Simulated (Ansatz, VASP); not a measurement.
**Bi in VASP and in Ansatz**

```
Bi
1.0
    -1.86721    1.86721    1.86721
     1.86721   -1.86721    1.86721
     1.86721    1.86721   -1.86721
Bi
1
Direct
  0.00000 0.00000 0.00000
```

Alike in both runs: functional LDA; k mesh 8 × 8 × 8; occupations gaussian, width 0.1 eV; no spin polarisation.

Ansatz relaxed the structure, and its values are those at the end. VASP's run is a single point on that final structure, the one shown.

|  | VASP | Ansatz |
| --- | --- | --- |
| version | VASP 6.6.1 | Ansatz 0.2.0 |
| potentials or method | VASP PAW LDA potentials, release 64 (Bi_d) | scalar-relativistic, plane waves, PAW |
| plane-wave cutoff (eV) | 520 | 420 |
| valence electrons in the cell | 15 | 15 |

VASP gave:

| Property | Result |
| --- | --- |
| gap on the k mesh at the Fermi level (eV) | none |
| pressure (GPa) | 10.2 |

Problem. Which values does Ansatz return?

Solution. gap on the k mesh at the Fermi level (eV): none; pressure (GPa): 10.0.

A gap of «none» marks a metal or a gap that the smearing closes.

Caveats: spin-orbit coupling is left out, which moves the levels of the heavy elements.
